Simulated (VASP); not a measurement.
# AlFe (Pm-3m) in VASP: further runs

Runs on AlFe. Level: PBE. Tasks: relaxation of cell and atoms.

All numbers are computed with VASP 6.6.1; they aren't measurements. Logs are shortened: lines on timing, memory, paths and dates and some standing lists are left out, and cuts for length are marked.

**1. The structure**

The structure is cubic, space group Pm-3m (No. 221). Conventional cell: a = 2.910 Å, b = 2.910 Å, c = 2.910 Å, α = 90.00°, β = 90.00°, γ = 90.00°. Al (site symmetry m-3m) is surrounded by 8 Fe at 2.52 Å. Fe (site symmetry m-3m) has 8 Al at 2.52 Å as nearest neighbours.

**2. Relaxation of cell and atoms, PBE, collinear spin, ferromagnetic start**

Contents of INCAR:

```
ALGO = Normal
EDIFF = 1E-6
EDIFFG = -0.01
ENCUT = 520
GGA = PE
IBRION = 2
ISIF = 3
ISMEAR = 0
ISPIN = 2
LASPH = T
LCHARG = F
LMAXMIX = 4
LORBIT = 11
LREAL = F
LWAVE = F
MAGMOM = 0 3
NELM = 120
NSW = 90
PREC = Accurate
SIGMA = 0.1
```

Contents of KPOINTS:

```
k-points
0
Gamma
  15 15 15
```

Contents of POSCAR:

```
AlFe
1.0
    2.9100000000      0.0000000000      0.0000000000
    0.0000000000      2.9100000000      0.0000000000
    0.0000000000      0.0000000000      2.9100000000
Al Fe
1 1
Direct
    0.0000000000      0.0000000000      0.0000000000
    0.5000000000      0.5000000000      0.5000000000
```

Potentials or basis: VASP PAW PBE potentials, release 64 (Al, Fe).

Launch:

```
$ cat potpaw_PBE.64/Al/POTCAR potpaw_PBE.64/Fe/POTCAR > POTCAR
$ mpirun -np 1 vasp_std > vasp.out
```

OUTCAR:

```text
EDIFF = 1E-6
   EDIFFG = -0.01
   ENCUT = 520
   GGA = PE
   IBRION = 2
   ISIF = 3
   ISMEAR = 0
   ISPIN = 2
   LASPH = T
   LORBIT = 11
   LREAL = F
   NELM = 120
   NSW = 90
   PREC = Accurate

 ion  position               nearest neighbor table
   1  0.000  0.000  0.000-   2 2.52   2 2.52   2 2.52   2 2.52   2 2.52   2 2.52   2 2.52   2 2.52

   2  0.500  0.500  0.500-   1 2.52   1 2.52   1 2.52   1 2.52   1 2.52   1 2.52   1 2.52   1 2.52

  LATTYP: Found a simple cubic cell.
 ALAT       =     2.9100000000

  Lattice vectors:

 A1 = (   2.9100000000,   0.0000000000,   0.0000000000)
 A2 = (   0.0000000000,   2.9100000000,   0.0000000000)
 A3 = (   0.0000000000,   0.0000000000,   2.9100000000)

Analysis of symmetry for initial positions (statically):
=====================================================================
 Subroutine PRICEL returns:
 Original cell was already a primitive cell.

 Routine SETGRP: Setting up the symmetry group for a
 simple cubic supercell.

 Subroutine GETGRP returns: Found 48 space group operations
 (whereof 48 operations were pure point group operations)
 out of a pool of 48 trial point group operations.

The static configuration has the point symmetry O_h .

Analysis of symmetry for dynamics (positions and initial velocities):
=====================================================================
 Subroutine PRICEL returns:
 Original cell was already a primitive cell.

 Routine SETGRP: Setting up the symmetry group for a
 simple cubic supercell.

 Subroutine GETGRP returns: Found 48 space group operations
 (whereof 48 operations were pure point group operations)
 out of a pool of 48 trial point group operations.

The dynamic configuration has the point symmetry O_h .

Analysis of structural, dynamic, and magnetic symmetry:
=====================================================================
 Subroutine PRICEL returns:
 Original cell was already a primitive cell.

 Routine SETGRP: Setting up the symmetry group for a
 simple cubic supercell.

 Subroutine GETGRP returns: Found 48 space group operations
 (whereof 48 operations were pure point group operations)
 out of a pool of 48 trial point group operations.

The overall configuration has the point symmetry O_h .

 Subroutine INISYM returns: Found 48 space group operations
 (whereof 48 operations are pure point group operations),
 and found     1 'primitive' translations

----------------------------------------------------------------------------------------

                                     Primitive cell

  volume of cell :      24.6422

  direct lattice vectors                    reciprocal lattice vectors
     2.910000000  0.000000000  0.000000000     0.343642612  0.000000000  0.000000000
     0.000000000  2.910000000  0.000000000     0.000000000  0.343642612  0.000000000
     0.000000000  0.000000000  2.910000000     0.000000000  0.000000000  0.343642612

  length of vectors
     2.910000000  2.910000000  2.910000000     0.343642612  0.343642612  0.343642612

  position of ions in fractional coordinates (direct lattice)
     0.000000000  0.000000000  0.000000000
     0.500000000  0.500000000  0.500000000

  ion indices of the primitive-cell ions
   primitive index   ion index
                 1           1
                 2           2

----------------------------------------------------------------------------------------

 KPOINTS: k-points

Automatic generation of k-mesh.
 Grid dimensions read from file:
 generate k-points for:   15   15   15

 Generating k-lattice:

  Cartesian coordinates                     Fractional coordinates (reciprocal lattice)
     0.022909507  0.000000000  0.000000000     0.066666667  0.000000000  0.000000000
     0.000000000  0.022909507  0.000000000     0.000000000  0.066666667  0.000000000
     0.000000000  0.000000000  0.022909507     0.000000000  0.000000000  0.066666667

  Length of vectors
     0.022909507  0.022909507  0.022909507

  Shift w.r.t. Gamma in fractional coordinates (k-lattice)
     0.000000000  0.000000000  0.000000000

 Subroutine IBZKPT returns following result:
 ===========================================

 Found    120 irreducible k-points:

 Following reciprocal coordinates:
            Coordinates               Weight
  0.000000  0.000000  0.000000      1.000000
  0.066667  0.000000  0.000000      6.000000
  0.133333  0.000000  0.000000      6.000000
  0.200000  0.000000  0.000000      6.000000
  0.266667  0.000000  0.000000      6.000000
  0.333333  0.000000  0.000000      6.000000
[... 16 lines left out ...]
  0.266667  0.200000  0.000000     24.000000
  0.333333  0.200000  0.000000     24.000000
 [... further k-points ...]
   k-points           NKPTS =    120   k-points in BZ     NKDIM =    120   number of bands    NBANDS=     11
   number of dos      NEDOS =    301   number of ions     NIONS =      2
   total plane-waves  NPLWV =  13824
   dimension x,y,z NGX =    24 NGY =   24 NGZ =   24
   dimension x,y,z NGXF=    48 NGYF=   48 NGZF=   48
   ions per type =               1   1
   NGX,Y,Z   is equivalent  to a cutoff of  13.71, 13.71, 13.71 a.u.
   NGXF,Y,Z  is equivalent  to a cutoff of  27.42, 27.42, 27.42 a.u.
 SYSTEM =  unknown system
   PREC   = accura    normal or accurate (medium, high low for compatibility)
   ISTART =      0    job   : 0-new  1-cont  2-samecut
   ICHARG =      2    charge: 1-file 2-atom 10-const
   ISPIN  =      2    spin polarized calculation?
   LNONCOLLINEAR =      F non collinear calculations
   LSORBIT =      F    spin-orbit coupling
   LASPH  =      T    aspherical Exc in radial PAW
   ENCUT  =  520.0 eV  38.22 Ry    6.18 a.u.   5.41  5.41  5.41*2*pi/ulx,y,z
   NELM   =    120;   NELMIN=  2; NELMDL= -5     # of ELM steps
   EDIFF  = 0.1E-05   stopping-criterion for ELM
   LREAL  =      F    real-space projection
   EDIFFG = -.1E-01   stopping-criterion for IOM
   NSW    =     90    number of steps for IOM
   IBRION =      2    ionic relax: 0-MD 1-quasi-New 2-CG
   NFREE  =      1    steps in history (QN), initial steepest desc. (CG)
   ISIF   =      3    stress and relaxation
   ISYM   =      2    0-nonsym 1-usesym 2-fastsym
   POTIM  = 0.5000    time-step for ionic-motion
   TEBEG  =    0.0;   TEEND  =   0.0 temperature during run
   PSTRESS=    0.0 pullay stress
   NELECT =      11.0000    total number of electrons
   NUPDOWN=      -1.0000    fix difference up-down
   EMIN   =  10.00;   EMAX   =-10.00  energy-range for DOS
   EFERMI =   0.00;   METHOD = LEGACY
   ISMEAR =     0;   SIGMA  =   0.10  broadening in eV -4-tet -1-fermi 0-gaus
   EFERMI_NEDOS =   21; number of points for ismear=-14 and -15
   IALGO  =     38    algorithm
   IMIX   =      4    mixing-type and parameters
     AMIX     =   0.40;   BMIX     =  1.00
     AMIX_MAG =   1.60;   BMIX_MAG =  1.00
  volume/ion in A,a.u.               =      12.32        83.15
  Fermi-wavevector in a.u.,A,eV,Ry     =   1.251160  2.364349 21.298567  1.565401
  Thomas-Fermi vector in A             =   2.385120
   LORBIT       =     11    0 simple, 1 ext, 2 COOP (PROOUT), +10 PAW based schemes
   GGA     = PE    functional components
   LHFCALC =     F    Hartree Fock is set to
   AEXX    =    0.0000 exact exchange contribution
   IVDW    =     0    specifies the selected vdW correction
   LEPSILON=     F    determine dielectric tensor
   LRPA    =     F    only Hartree local field effects (RPA)
 conjugate gradient relaxation of ions
 spin polarized calculation
 Gauss-broadening in eV      SIGMA  =   0.10
  energy-cutoff  :      520.00
  volume of cell :       24.64
 maximum number of plane-waves:       691
 NGX is ok and might be reduce to    24
   NGX = 11   NGY = 11   NGZ = 11

--------------------------------------- Ionic step        1  -------------------------------------------

 number of electron      10.9999994 magnetization       0.7373011

 Free energy of the ion-electron system (eV)
  ---------------------------------------------------
  ext. energy  EPLUGINS =         0.00000000
  ---------------------------------------------------
  free energy    TOTEN  =       -12.63790864 eV

  energy without entropy =      -12.62683911  energy(sigma->0) =      -12.63237387

------------------------ aborting loop because EDIFF is reached ----------------------------------------

  FORCE on cell =-STRESS in cart. coord.  units (eV):
  Direction    XX          YY          ZZ          XY          YZ          ZX
  --------------------------------------------------------------------------------------
  -------------------------------------------------------------------------------------
  Total       -0.8913521     -0.8913521     -0.8913521     -0.0000000     -0.0000000      0.0000000
  in kB      -57.9536676    -57.9536676    -57.9536676     -0.0000000     -0.0000000      0.0000000
  external PRESSURE =     -57.9536676 kB  Pullay stress =       0.0000000 kB
[... 57 lines left out ...]
  energy  without entropy=      -12.6340890371  energy(sigma->0) =      -12.63922397

--------------------------------------- Ionic step        3  -------------------------------------------

 number of electron      10.9999994 magnetization       0.7057676

 Free energy of the ion-electron system (eV)
  ---------------------------------------------------
  ext. energy  EPLUGINS =         0.00000000
  ---------------------------------------------------
  free energy    TOTEN  =       -12.65502761 eV

  energy without entropy =      -12.64437349  energy(sigma->0) =      -12.64970055

 E-fermi :   8.0291     XC(G=0): -12.1460

 val. band max:        8.0215480661   @ k =   0.3333   0.2667   0.0000
 cond. band min:       8.0315574027   @ k =   0.4667   0.3333   0.1333
 fundamental gap:      0.0100093366
 Fermi energy:         8.0290892063

 spin component 1

 k-point     1 :       0.0000    0.0000    0.0000
  band No.  band energies     occupation
      1      -2.3923      1.00000
      2       5.5067      1.00000
      3       5.5067      1.00000
      4       7.6308      1.00000
      5       7.6308      1.00000
      6       7.6308      1.00000
      7      14.3757      0.00000
      8      14.3757      0.00000
      9      14.3757      0.00000
     10      17.3356      0.00000
     11      17.3356      0.00000
[... 309 lines left out ...]
 k-point    24 :       0.3333    0.2000    0.0000
  band No.  band energies     occupation
      1       0.2854      1.00000
      2       4.6582      1.00000
      3       5.9263      1.00000
      4       6.6613      1.00000
      5       6.9603      1.00000
      6       7.4001      1.00000
      7       9.5503      0.00000
      8      13.0804      0.00000
      9      17.4279      0.00000
     10      17.7982      0.00000
     11      20.5301      0.00000

 [... further k-points ...]

 spin component 2

 k-point     1 :       0.0000    0.0000    0.0000
  band No.  band energies     occupation
      1      -2.3864      1.00000
      2       5.8833      1.00000
      3       5.8833      1.00000
      4       8.4703      0.00000
      5       8.4703      0.00000
      6       8.4703      0.00000
      7      14.4060      0.00000
      8      14.4060      0.00000
      9      14.4060      0.00000
     10      17.4052      0.00000
     11      17.4052      0.00000
[... 351 lines left out ...]
  FREE ENERGIE OF THE ION-ELECTRON SYSTEM (eV)
  ---------------------------------------------------
  free  energy   TOTEN  =       -12.6550276109 eV

  energy  without entropy=      -12.6443734870  energy(sigma->0) =      -12.64970055

 reached required accuracy - stopping structural energy minimisation

 total charge

# of ion       s       p       d       tot
------------------------------------------
    1        0.400   0.436   0.000   0.836
    2        0.431   0.502   6.484   7.417
--------------------------------------------------
tot          0.831   0.939   6.484   8.253

 magnetization (x)

# of ion       s       p       d       tot
------------------------------------------
    1       -0.008  -0.016   0.000  -0.024
    2       -0.000   0.008   0.739   0.747
--------------------------------------------------
tot         -0.008  -0.008   0.739   0.723
```

It took 3.7 min on 1 thread of AMD EPYC 7R43 (Zen 3), shared host; peak memory 0.16 GiB.

Results:

- Free energy: -12.6550 eV
- Relaxed volume: 11.87 Å³/atom
- Relaxed cell: a = 2.874 Å, b = 2.874 Å, c = 2.874 Å, α = 90.00°, β = 90.00°, γ = 90.00°
- Space group after relaxing (to 0.05 Å): Pm-3m (No. 221)
- Energy gained by relaxing: 8.6 meV/atom
- Ionic steps: 3
- Pressure after relaxing: 0.0 GPa
- Band gap on the k mesh: none (metal or under the smearing width)
- Net moment: 0.71 μB per cell
- Site moments: Al -0.02; Fe +0.75 μB
- Valence electrons inside the program's atomic spheres: Al 0.84; Fe 7.42

The path:
| step | energy change (eV) | largest force (eV/Å) | pressure (GPa) | volume (Å³) |
| --- | --- | --- | --- | --- |
| 1 | 0.0000 | 0.0000 | -5.80 | 24.64 |
| 2 | -0.0065 | 0.0000 | 5.24 | 23.09 |
| 3 | -0.0171 | 0.0000 | 0.04 | 23.75 |

Final structure:
```
Al Fe
1.0
     2.87435    0.00000    0.00000
     0.00000    2.87435    0.00000
     0.00000    0.00000    2.87435
Al Fe
1 1
Cartesian
  0.0000 0.0000 0.0000
  1.4372 1.4372 1.4372
```

Levels at points of the mesh, in eV from the Fermi level:
Spin up:
```tsv
k point	band 3	band 4	band 5	band 6	band 7	band 8	band 9	band 10
(0.00, 0.00, 0.00)	-2.52	-0.40	-0.40	-0.40	6.35	6.35	6.35	9.31
```
Spin down:
```csv
k point,band 2,band 3,band 4,band 5,band 6,band 7,band 8,band 9
"(0.00, 0.00, 0.00)",-2.15,-2.15,0.44,0.44,0.44,6.38,6.38,6.38
```

(Part 1 of 2 ends here.)
